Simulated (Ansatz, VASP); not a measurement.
# Ta in VASP and in Ansatz

The input INCAR:

```
PREC = Accurate ; ENCUT = 520
EDIFF = 1E-6 ; ISMEAR = -1
SIGMA = 0.05 ; LREAL = False
LASPH = True ; NELM = 60
ALGO = Fast ; ISIF = 2
LWAVE = False ; LCHARG = True
GGA = PS ; LELF = True
LVHAR = True ; NBANDS = 18
```

File KPOINTS:

```
Automatic mesh
0
Gamma
  11 11 5
```

Contents of POSCAR:

```
Ta
1.0
    2.9195803945      0.0000000000      0.0000000000
   -1.4597901972      2.5284307900      0.0000000000
    0.0000000000      0.0000000000      5.2004887322
Ta
2
Direct
    0.3333333333      0.6666666667      0.2500000000
    0.6666666667      0.3333333333      0.7500000000
```

File input.yaml:

```yaml
crystal:
  lattice:
    - [2.9195803945, 0.0, 0.0]
    - [-1.4597901972, 2.52843079, 0.0]
    - [0.0, 0.0, 5.2004887322]
  atoms:
    - { symbol: Ta, position: [0.3333333333, 0.6666666667, 0.25] }
    - { symbol: Ta, position: [0.6666666667, 0.3333333333, 0.75] }
kpoints:
  mp_grid: { grid: [11, 11, 5] }
scf:
  occupations: { method: fermi_dirac, width: 0.05 }
hamiltonian:
  xc: pbesol
  pseudopotentials: { kind: all_electron, lapw: { basis_error: 0.0005 } }
output:
  forces: true
  stress: true
  eigenvalues: true
```

Change from the starting cell: volume scaled by 1.02.

Alike in both runs: task single point; functional PBEsol; k mesh 11 × 11 × 5; occupations fermi-dirac, width 0.05 eV; no spin polarisation.

|  | VASP | Ansatz |
| --- | --- | --- |
| version | VASP 6.6.1 | Ansatz 0.2.0 |
| potentials or method | VASP PAW PBE potentials, release 64 (Ta_pv) | all-electron LAPW, scalar-relativistic |
| plane-wave cutoff (eV) | 520 | see its input |

|  | VASP | Ansatz | Ansatz less VASP |
| --- | --- | --- | --- |
| gap on the k mesh at the Fermi level (eV) | none | none | - |
| pressure (GPa) | -10.6 | -10.6 | -0.02 |
| largest component of the traceless stress (GPa) | 1.45 | 1.49 | +0.039 |

A gap of «none» marks a metal or a gap that the smearing closes. Ansatz ran all-electron here, so the differences hold the error of VASP's frozen core and of both bases.

Caveats: the PAW data sets were made with another functional, which shifts forces and pressure a little (VASP). The runs have no spin-orbit coupling, so splittings on Ta are missing.
